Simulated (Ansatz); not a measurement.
Method: DFT PBE, scalar-relativistic, plane waves, PAW (Ansatz 0.2.0). All cells share a 420 eV cutoff and Γ-centred k meshes spaced at most about 0.3 Å⁻¹ (2π included). No spin polarisation in the final relaxations.

These are static total energies at zero pressure. Both are relaxed sheets, periodic along a and b.

Two forms of LiH were relaxed alike.

1.

```
CELL_PARAMETERS angstrom
2.69054 0.00000 0.00000
0.00000 2.69054 0.00000
0.00000 0.00000 23.80000
ATOMIC_POSITIONS crystal
Li 0.50000 0.50000 0.29412
H 0.00000 0.00000 0.29412
```

2.

```
CELL_PARAMETERS angstrom
3.07825 0.00000 0.00000
-1.53912 2.66584 0.00000
0.00000 0.00000 25.32719
ATOMIC_POSITIONS crystal
Li 0.33333 0.66667 0.29612
H 0.00000 0.00000 0.29613
```

Task: Which form is favoured at zero pressure, and by what margin per atom?

Result: Cell 2 is lower, by 9 meV/atom. Cell 1 has layer group p4/mmm (No. 61), 3.6 Å²/atom and a gap of 1.15 eV on its mesh; cell 2 has layer group p-6m2 (No. 78), 4.1 Å²/atom and a gap of 3.47 eV. Counting H atoms around Li (those within 1.25 times the shortest such distance or 1.15 times the sum of covalent radii), cell 1 has Li 4 and cell 2 has Li 3. Both come from invented guesses. A third cell relaxed alike, in p4/nmm, lies 90 meV/atom below the lower of the two.

Kohn–Sham gaps at this level usually fall short of measured ones. With hydrogen, zero-point motion can shift such differences by 10 meV/atom or more. With atoms moved at random, p4/mmm came back. Other cells relaxed within their symmetry can be saddle points.
